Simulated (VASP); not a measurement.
**Eu under changes of volume**

One of the cells (49.836 Å³/atom); the others are scaled copies at fixed shape and fractional positions:

```
Eu
1.0
    -2.31825    2.31825    2.31825
     2.31825   -2.31825    2.31825
     2.31825    2.31825   -2.31825
Eu
1
Direct
  0.00000 0.00000 0.00000
```

* Program: VASP 6.6.1
* Functional: PBE
* Potentials or basis: VASP PAW PBE potentials, release 64 (Eu)
* Cutoff: 520 eV
* k mesh: 8 × 8 × 8
* Occupations: fermi-dirac, width 0.05 eV
* Spin: collinear spin, ferromagnetic start
* Starting moments: [7.0] μB

| volume (Å³/atom) | energy over the lowest point (meV/atom) | pressure (GPa) | moment (μB per cell) |
| --- | --- | --- | --- |
| 45.927 | 0.00 | -1.3 | 7.30 |
| 46.904 | 8.30 | -1.5 | 7.32 |
| 47.882 | 17.60 | -1.7 | 7.35 |
| 49.836 | 38.95 | -2.0 | 7.38 |
| 50.813 | 51.00 | -2.1 | 7.39 |
| 51.790 | ? | ? | ? |

Question: What does the run at 51.790 Å³/atom give?

Answer: Energy over the lowest point 63.85 meV/atom; pressure -2.2 GPa; moment 7.40 μB per cell.

Worked out: A Birch-Murnaghan fit of order 3 (a polynomial in V^(-2/3)) to the other rows has no minimum within the range. It gives 63.91 meV/atom at 51.790 Å³/atom, against the run's 63.85, and -dE/dV = -2.2 GPa, against -2.2. A parabola through the other rows of the moment, of slope 0.00458 μB per Å³/atom there, extrapolates to 7.40 μB, against the run's 7.40.

Energies are extrapolated to zero smearing.
